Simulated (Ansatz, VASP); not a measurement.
## ZnS in VASP and in Ansatz

INCAR

```
SYSTEM = ZnS
PREC = Accurate ; ENCUT = 520
EDIFF = 1E-7 ; ISMEAR = -1
SIGMA = 0.01 ; LREAL = .FALSE.
LASPH = .TRUE. ; NELM = 100
ALGO = Normal ; ISIF = 2
LWAVE = .FALSE. ; LCHARG = .TRUE.
GGA = PE ; LELF = .TRUE.
LVHAR = .TRUE. ; NBANDS = 16
```

File KPOINTS:

```
regular mesh
0
G
  8 8 8
  0 0 0
```

Contents of POSCAR:

```
ZnS
1.0
    0.0000000000      2.6956042803      2.6956042803
    2.6956042803      0.0000000000      2.6956042803
    2.6956042803      2.6956042803      0.0000000000
Zn S
1 1
Direct
    0.0000000000      0.0000000000      0.0000000000
    0.7500000000      0.7500000000      0.7500000000
```

Input for Ansatz:

```yaml
crystal:
  lattice:
    - [0.0, 2.6956042803, 2.6956042803]
    - [2.6956042803, 0.0, 2.6956042803]
    - [2.6956042803, 2.6956042803, 0.0]
  atoms:
    - { symbol: Zn, position: [0.0, 0.0, 0.0] }
    - { symbol: S, position: [0.75, 0.75, 0.75] }
kpoints:
  mp_grid: { grid: [8, 8, 8] }
  band_path:
    path:
      - [0.0, 0.0, 0.0]
      - [-0.5, -0.5, 0.0]
      - [-0.375, -0.375, 0.25]
      - [-0.375, 0.0, 0.375]
      - [0.0, 0.0, 0.0]
      - [0.0, 0.0, 0.5]
      - [-0.5, -0.25, 0.25]
      - [-0.5, -0.5, 0.0]
    npoints: 5
scf:
  occupations: { method: fermi_dirac, width: 0.01 }
hamiltonian:
  xc: pbe
  pseudopotentials: { kind: all_electron, lapw: { basis_error: 0.00025 } }
output:
  forces: true
  stress: true
  eigenvalues: true
```

Change from the starting cell: volume scaled by 0.99.

Alike in both runs: task single point; functional PBE; k mesh 8 × 8 × 8; occupations fermi-dirac, width 0.01 eV; no spin polarisation.

|  | VASP | Ansatz |
| --- | --- | --- |
| version | VASP 6.6.1 | Ansatz 0.2.0 |
| potentials or method | VASP PAW PBE potentials, release 64 (Zn, S) | all-electron LAPW, scalar-relativistic |
| plane-wave cutoff (eV) | 520 | see its input |

```csv
,VASP,Ansatz,Ansatz less VASP
gap on the k mesh at the Fermi level (eV),2.15,2.14,-0.002
pressure (GPa),2.3,2.2,-0.16
```

Ansatz ran all-electron here, so the differences hold the error of VASP's frozen core and of both bases.
